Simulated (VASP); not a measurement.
Runs of VASP 6.6.1 on SnS2 (Berndtite-2T). Symmetry: P-3m1, No. 164, trigonal system. Conventional cell: a = 3.667 Å, b = 3.667 Å, c = 5.811 Å, α = 90.00°, β = 90.00°, γ = 120.00°. Sn (site symmetry -3m) is surrounded by 6 S at 2.58 Å. S (site symmetry 3m) has 3 Sn at 2.58 Å as nearest neighbours. 

| task | level | potentials or basis | spin | cell | k mesh | cutoff (eV) | monkhorst-Pack mesh | gap on the mesh (eV) | pressure (GPa) | largest force (eV/Å) |
| --- | --- | --- | --- | --- | --- | --- | --- | --- | --- | --- |
| band structure | PBE | VASP PAW PBE potentials, release 64 (Sn_d, S) | SOC, no magnetisation | P-3m1, 22.56 Å³/atom | 6 × 6 × 4 | 520 | - | - | 2.4 | 0.01 |
| relaxation of cell and atoms | PBE+D3(BJ) | VASP PAW PBE potentials, release 64 (Sn_d, S) | off | relaxed | 9 × 9 × 5 | 600 | - | 1.31 | 0.0 | - |
| band structure | TB-mBJ | VASP PAW PBE potentials, release 64 (Sn_d, S) | off | P-3m1, 22.56 Å³/atom | 9 × 9 × 5 | 520 | - | 2.07 | - | - |
| optical spectrum | PBE | VASP PAW PBE potentials, release 64 (Sn_d, S) | off | P-3m1, 22.56 Å³/atom | 9 × 9 × 5 | 520 | - | 1.31 | 2.4 | 0.01 |
| band structure | PBE | VASP PAW PBE potentials, release 64 (Sn_d, S) | off | P-3m1, 22.56 Å³/atom | 9 × 9 × 5 | 520 | - | 1.31 | 2.4 | 0.01 |
| band structure | LDA | VASP PAW LDA potentials, release 64 (Sn_d, S) | off | P-3m1, 22.56 Å³/atom | 9 × 9 × 5 | 520 | - | 1.14 | (b) | (a) |
| dielectric tensor | PBE | VASP PAW PBE potentials, release 64 (Sn_d, S) | off | P-3m1, 22.56 Å³/atom | 15 × 15 × 8 | 520 | no | 1.27 | - | - |

Alike in all rows: smearing gaussian 0.03 eV.

Question: Fill in the values left out.

Answer: (a) 0.22; (b) -2.4.

Caveats: spin-orbit coupling is left out, which moves the levels of the heavy elements (some runs); this functional lacks dispersion, which binds the layers, so the pressure and a relaxed spacing across them are unreliable (some runs); an odd mesh through Γ misses points on the zone boundary, where band edges often lie (some runs); the PAW data sets were made with another functional, which shifts forces and pressure a little (some runs); spectra need much finer meshes, so this one isn't converged (some runs); independent-particle spectra lack excitons (some runs).

A k mesh can miss the band edges, and rows without SOC leave out spin-orbit coupling on Sn.
